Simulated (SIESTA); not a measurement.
The system is Sb.

```
Sb
1.0
     2.15420    1.24373    3.75800
    -2.15420    1.24373    3.75800
     0.00000   -2.48746    3.75800
Sb
2
Direct
  0.76651 0.76651 0.76651
  0.23349 0.23349 0.23349
```

Base run:

* Program: SIESTA 5.4.2
* Functional: revPBE
* Potentials or basis: PseudoDojo 0.4 standard (PBE files)
* Basis: DZP (energy shift 0.003 Ry; two zetas on semicore shells)
* Grid cutoff: 500 Ry
* Energy shift: 0.003 Ry
* k mesh: 8 × 8 × 8
* Occupations: fermi-dirac, width 0.05 eV
* Spin: no spin polarisation

Its results: band gap on the k mesh none (metal or under the smearing width); pressure 4.6 GPa; largest force 0.397 eV/Å.

Problem. After a change of settings the same cell gave: band gap on the k mesh none (metal or under the smearing width); pressure 0.9 GPa; largest force 0.325 eV/Å. Which change was it?
A. functional from revPBE to LDA; potentials or basis from PseudoDojo 0.4 standard (PBE files) to PseudoDojo 0.4 standard (LDA files)
B. functional from revPBE to PBEsol; potentials or basis from PseudoDojo 0.4 standard (PBE files) to PseudoDojo 0.4 standard (PBEsol files)
C. functional from revPBE to RPBE
D. functional from revPBE to BLYP

Solution. B.

Caveats: spin-orbit coupling is left out, which moves the levels of the heavy elements; the basis of atomic orbitals isn't converged, which shifts pressures, moduli and gaps; the potentials were made for another functional, which shifts forces and pressure (some runs).
